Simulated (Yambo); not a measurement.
# SiC (Moissanite 3C) (F-43m) in Yambo: settings compared, part 3 of 3

Yambo 5.3.0. The steps go on from the part before.

## Step 6: G0W0 quasiparticle levels, LDA

The input, g0w00.in:

```
gw0
dyson
el_el_corr
rim_cut
HF_and_locXC
ppa
em1d
RandQpts= 1000000
RandGvec= 50 RL
EXXRLvcs= 82 Ry
VXCRLvcs= 82 Ry
Chimod= "HARTREE"
% BndsRnXp
 1 | 154 |
%
NGsBlkXp= 12 Ry
% LongDrXp
 1 | 1 | 1 |
%
PPAPntXp= 27.21138 eV
% GbndRnge
 1 | 154 |
%
GTermKind= "BG"
DysSolver= "n"
ExtendOut
% QPkrange
 1 | 1 | 2 | 5 |
 13 | 13 | 2 | 5 |
%
```

The input, scf.in:

```
&CONTROL
  calculation = 'scf'
  prefix = 'pwscf'
  outdir = './tmp'
  pseudo_dir = './pseudo'
/
&SYSTEM
  ibrav = 0
  nat = 2
  ntyp = 2
  ecutwfc = 82
  nbnd = 9
  occupations = 'smearing'
  smearing = 'fd'
  degauss = 0.00367493
  force_symmorphic = .true.
/
&ELECTRONS
  conv_thr = 4d-10
  electron_maxstep = 120
  mixing_beta = 0.5
/
ATOMIC_SPECIES
Si    28.0850 Si.upf
C     12.0110 C.upf
CELL_PARAMETERS angstrom
   0.0000000000    2.1790000000    2.1790000000
   2.1790000000    0.0000000000    2.1790000000
   2.1790000000    2.1790000000    0.0000000000
ATOMIC_POSITIONS crystal
Si     0.0000000000    0.0000000000    0.0000000000
C      0.7500000000    0.7500000000    0.7500000000
K_POINTS automatic
10 10 10 0 0 0
```

The input, nscf.in:

```
&CONTROL
  calculation = 'nscf'
  prefix = 'pwscf'
  outdir = './tmp'
  pseudo_dir = './pseudo'
/
&SYSTEM
  ibrav = 0
  nat = 2
  ntyp = 2
  ecutwfc = 82
  nbnd = 154
  occupations = 'fixed'
  force_symmorphic = .true.
/
&ELECTRONS
  conv_thr = 1d-08
  diago_full_acc = .true.
  diago_thr_init = 1d-06
/
ATOMIC_SPECIES
Si    28.0850 Si.upf
C     12.0110 C.upf
CELL_PARAMETERS angstrom
   0.0000000000    2.1790000000    2.1790000000
   2.1790000000    0.0000000000    2.1790000000
   2.1790000000    2.1790000000    0.0000000000
ATOMIC_POSITIONS crystal
Si     0.0000000000    0.0000000000    0.0000000000
C      0.7500000000    0.7500000000    0.7500000000
K_POINTS automatic
6 6 6 0 0 0
```

Potentials or basis: PseudoDojo 0.4.1 SR LDA standard.

Command:

```bash
OMP_NUM_THREADS=1 pw.x -in scf.in > scf.out
OMP_NUM_THREADS=1 pw.x -in nscf.in > nscf.out
cd tmp/pwscf.save; p2y; mv SAVE ../..; cd ../..
OMP_NUM_THREADS=1 yambo
OMP_NUM_THREADS=1 yambo -F g0w00.in -J g0w00 -C g0w00_out
```

Yambo's report:

```text
[... sections 02.01 to 02.04 as in the set-up run ...]

  [02.05] Energies & Occupations
  ==============================

  [X] === General ===
  [X] Electronic Temperature                        :  0.000000  0.000000 [eV K]
  [X] Bosonic    Temperature                        :  0.000000  0.000000 [eV K]
  [X] Finite Temperature mode                       : no
  [X] El. density                                   :  0.38662E+24 [cm-3]
  [X] Fermi Level                                   :  9.252293 [eV]

  [X] === Gaps and Widths ===
  [X] Conduction Band Min                           :  1.328868 [eV]
  [X] Valence Band Max                              :  0.000000 [eV]
  [X] Filled Bands                                  :   4
  [X] Empty Bands                                   :    5  154
  [X] Direct Gap                                    :  4.526729 [eV]
  [X] Direct Gap localized at k                     :  13
  [X] Indirect Gap                                  :  1.328868 [eV]
  [X] Indirect Gap between kpts                     :   1  13
  [X] Last valence band width                       :  4.403431 [eV]
  [X] 1st conduction band width                     :  5.603288 [eV]

 [03] Transferred momenta grid and indexing
 ==========================================
[... 290 lines left out ...]
   B=3 Eo= -3.20 E= -4.19 E-Eo= -0.99 Re(Z)=0.79 Im(Z)=-0.126111E-2 nlXC= -17.3410 lXC= -13.5221 So=  2.56229
   B=4 Eo= -3.20 E= -4.19 E-Eo= -0.99 Re(Z)=0.79 Im(Z)=-0.126070E-2 nlXC= -17.3410 lXC= -13.5221 So=  2.55985
   B=5 Eo=  1.33 E=  1.53 E-Eo=  0.21 Re(Z)=0.82 Im(Z)=-0.102566E-2 nlXC= -6.46861 lXC= -10.6890 So= -3.97076

  [WR./g0w00//ndb.QP]-------------------------------------------------------------
   Lattice constants                                :  4.117713  4.117713  4.117713
   Coulomb cutoff potential                         : none
   Electronic Temperature                           :  0.000000 [K]
   Bosonic    Temperature                           :  0.000000 [K]
   Green`s function   energies                      : Slater exchange(X)+Perdew & Wang(C)
   wavefunctions                                    : Slater exchange(X)+Perdew & Wang(C)
   PPA    diel. fun.  energies                      : Slater exchange(X)+Perdew & Wang(C)
   wavefunctions                                    : Slater exchange(X)+Perdew & Wang(C)
   QP tot states                                    :   8
   GW solver                                        : Newton
   GW approximation                                 : PPA
   PPA imaginary Energy                             :  27.21138 ev
   RIM G`s                                          :   51
   RIM random pts                                   :  1000000
   dS/dw steps                                      :  2
   dS/dw step                                       :  0.100000 ev
   X G`s                                            :  137 used
   X G`s                                            :  137 disk
   X bands                                          :    1  154
   X poles                                          :  100.0000 o/o
   X e/h E range                                    : -1.000000 -1.000000 ev
   X Hxc Kernel                                     : HARTREE
   X BZ energy Double Grid                          : no
   X Optical Averaged directions                    : none
   Sc/G bands                                       :    1  154
   Sc/G damping                                     :  0.100000 ev
   Sc bands terminator                              : yes
   Sc terminator kind                               : BG
   Sc Terminator pole                               :  40.81708
   Sx RL components                                 :  1837

   QP @ state[ 1 ] K range                          :  1  1
   QP @ state[ 1 ] b range                          :   2   5
   QP @ state[ 2 ] K range                          :  13  13
   QP @ state[ 2 ] b range                          :   2   5
   GF energies kind                                 : Slater exchange(X)+Perdew & Wang(C)
   GF WF`s kind                                     : Slater exchange(X)+Perdew & Wang(C)
   Xs energies kind                                 : Slater exchange(X)+Perdew & Wang(C)
   Xs WF`s kind                                     : Slater exchange(X)+Perdew & Wang(C)
```

o-g0w00.qp:

```text
# GW solver                                       : Newton
# GW approximation                                : PPA
# PPA imaginary Energy                            :   27.2113800    [ev]
[... 39 lines left out ...]
        13                  4                -3.197860          -4.186988          -0.989128          -13.52209          -17.34101           2.559847           2.829796          -7.425620           0.785614          -0.001261           14.16468           46.46853
        13                  5                 1.328868           1.534038           0.205169          -10.68898          -6.468613          -3.970758          -4.015197          -5.891639           0.822020          -0.001026          -10.99497           59.86483
#
```

It took 7.1 min on 1 thread of Intel Xeon Platinum 8488C (Sapphire Rapids), shared host; peak memory 0.54 GiB.

What came out:

```yaml
Band_gap_on_the_k_mesh_mean-field_level: 1.33 eV, indirect (least direct gap 4.53 eV)
Quasiparticle_gap: 2.28 eV
Least_direct_quasiparticle_gap: 5.72 eV
Quasiparticle_gap_at_Γ: 7.28 eV
Band_gap_of_the_same_states_before_the_correction: 1.33 eV
```

Quasiparticle terms (eV):
| k point | band | Kohn-Sham level | Vxc | Σx | Σc | Z | result |
| --- | --- | --- | --- | --- | --- | --- | --- |
| (0.000, 0.000, 0.000) | 2 | 0.00 | -14.83 | -17.46 | 1.69 | 0.79 | -0.75 |
| (0.000, 0.000, 0.000) | 3 | 0.00 | -14.83 | -17.46 | 1.69 | 0.79 | -0.75 |
| (0.000, 0.000, 0.000) | 4 | 0.00 | -14.83 | -17.46 | 1.70 | 0.79 | -0.75 |
| (0.000, 0.000, 0.000) | 5 | 6.29 | -13.27 | -7.60 | -5.35 | 0.79 | 6.53 |
| (0.000, -0.500, -0.500) | 2 | -7.82 | -12.55 | -18.14 | 4.12 | 0.71 | -8.88 |
| (0.000, -0.500, -0.500) | 3 | -3.20 | -13.52 | -17.34 | 2.56 | 0.79 | -4.19 |
| (0.000, -0.500, -0.500) | 4 | -3.20 | -13.52 | -17.34 | 2.56 | 0.79 | -4.19 |
| (0.000, -0.500, -0.500) | 5 | 1.33 | -10.69 | -6.47 | -3.97 | 0.82 | 1.53 |

Caveat: this version prints the column dSc/dw multiplied by 27.2; the terminator is approximate in this version, by hundredths of an eV.

## Step 7: The runs side by side

| task | level | potentials or basis | k mesh | k mesh of the self-consistent run | direction of the field or of q to 0 | broadening | kernel | top of the energy range | other keys | gap on the mesh (eV) |
| --- | --- | --- | --- | --- | --- | --- | --- | --- | --- | --- |
| optical spectrum | PBEsol | PseudoDojo 0.4.1 SR PBEsol standard | 18 × 18 × 18 | 18 × 18 × 18 | y | 0.2 eV | Hartree (RPA with local fields) | 30 eV | - | 1.24 |
| optical spectrum | PBEsol | PseudoDojo 0.4.1 SR PBEsol standard | 18 × 18 × 18 | 18 × 18 × 18 | y | 0.1 eV | long-range correction | 30 eV | several, not listed | 1.24 |
| optical spectrum | PBEsol | PseudoDojo 0.4.1 SR PBEsol standard | 18 × 18 × 18 | 18 × 18 × 18 | x + y + z | 0.05 eV | Hartree (RPA with local fields) | 10 eV | several, not listed | 1.24 |
| optical spectrum | PBEsol | PseudoDojo 0.4.1 SR PBEsol standard | 18 × 18 × 18 | 18 × 18 × 18 | y | 0.2 eV | none (independent particles) | 30 eV | several, not listed | 1.24 |
| G0W0 quasiparticle levels | LDA | PseudoDojo 0.4.1 SR LDA standard | 6 × 6 × 6 | 10 × 10 × 10 | x + y + z | 0.1 eV | - | - | - | - |

Alike in all rows: no spin polarisation; cell as given; cutoff (eV) 1116; smearing fixed.

Caveats: these spectra lack excitons (some runs); independent-particle spectra lack excitons (some runs); the long-range kernel's strength is typed, not fitted to the crystal's screening (some runs); this version prints the column dSc/dw multiplied by 27.2 (some runs); the terminator is approximate in this version, by hundredths of an eV (some runs).

Total energies depend on the potentials used, so only differences within one code and one set of settings carry meaning.

## Step 8: How close it comes

Step 2. Against the measured gap of SiC, 2.4 eV (indirect; quoted in “Insight into the structural, elastic and electronic properties of a new orthorhombic 6O-SiC polytype”, 2020, pmc:7200658), the calculated 1.24 eV is off by -1.16 eV. The value is that of PBEsol on a finite k mesh, which can miss the band edges, without temperature or zero-point motion. Semilocal functionals fall short of measured gaps as a rule.

Step 6. Measured gap of SiC: 2.4 eV (indirect; quoted in “Insight into the structural, elastic and electronic properties of a new orthorhombic 6O-SiC polytype”, 2020, pmc:7200658). This calculation gives 2.28 eV (-0.12 eV). The value is that of G0W0 on LDA, without temperature or zero-point motion.
